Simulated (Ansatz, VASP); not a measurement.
MgO in VASP and in Ansatz

```
Mg O
1.0
     0.00000    2.13515    2.13515
     2.13515    0.00000    2.13515
     2.13515    2.13515    0.00000
Mg O
1 1
Direct
  0.00000 0.00000 0.00000
  0.50000 0.50000 0.52898
```

Change from the starting cell: all O atoms moved +0.087 Å, as atom 2 along Cartesian [1 1 0].

Alike in both runs: task single point; functional PBEsol; k mesh 10 × 10 × 10; occupations gaussian, width 0.05 eV; no spin polarisation.

|  | VASP | Ansatz |
| --- | --- | --- |
| version | VASP 6.6.1 | Ansatz 0.2.0 |
| potentials or method | VASP PAW PBE potentials, release 64 (Mg, O) | scalar-relativistic, plane waves, PAW |
| plane-wave cutoff (eV) | 520 | 420 |
| valence electrons in the cell | 8 | 16 |

Ansatz gave:

* gap on the k mesh at the Fermi level (eV): 4.25
* least direct gap on the mesh (eV): 4.25
* pressure (GPa): -5.1
* largest component of the traceless stress (GPa): 0.76
* rms of the force components (eV/Å): 0.223

Q: Which values does VASP return?

A: gap on the k mesh at the Fermi level (eV): 4.25; least direct gap on the mesh (eV): 4.25; pressure (GPa): -5.6; largest component of the traceless stress (GPa): 0.77; rms of the force components (eV/Å): 0.226.

Atom by atom the forces differ by 0.002 eV/Å (rms over components). The two sets of potentials don't hold the same shells in valence.

Caveats: the PAW data sets were made with another functional, which shifts forces and pressure a little (VASP).
